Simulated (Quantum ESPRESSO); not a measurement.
BP:

```xyz
2
Lattice="0.0000 2.2690 2.2690 2.2690 0.0000 2.2690 2.2690 2.2690 0.0000" Properties=species:S:1:pos:R:3 pbc="T T T"
P     3.4035    3.4035    3.4035
B     0.0000    0.0000    0.0000
```

Base run:

| Property | Result |
| --- | --- |
| Program | Quantum ESPRESSO 7.5 |
| Functional | PBE |
| Potentials or basis | PseudoDojo 0.4.1 SR PBE standard |
| Cutoff | 1034 eV |
| Density cutoff | 4136 eV |
| k mesh | 8 × 8 × 8 |
| Occupations | fermi-dirac, width 0.05 eV |
| Spin | no spin polarisation |

Its results: band gap on the k mesh 1.28 eV, indirect (least direct gap 3.41 eV); pressure 1.0 GPa.

Question: The run is repeated on the same cell with these changes: potentials or basis from PseudoDojo 0.4.1 SR PBE standard to SG15 PBE 1.2; cutoff from 1034 eV to 952 eV; density cutoff from 4136 eV to 3810 eV. What comes out?

Answer: Band gap on the k mesh 1.30 eV, indirect (least direct gap 3.43 eV); pressure 0.4 GPa.

Caveats: the Wannier minimisation didn't converge (some runs).

A k mesh can miss the band edges.

Not every run made on this cell is shown here.
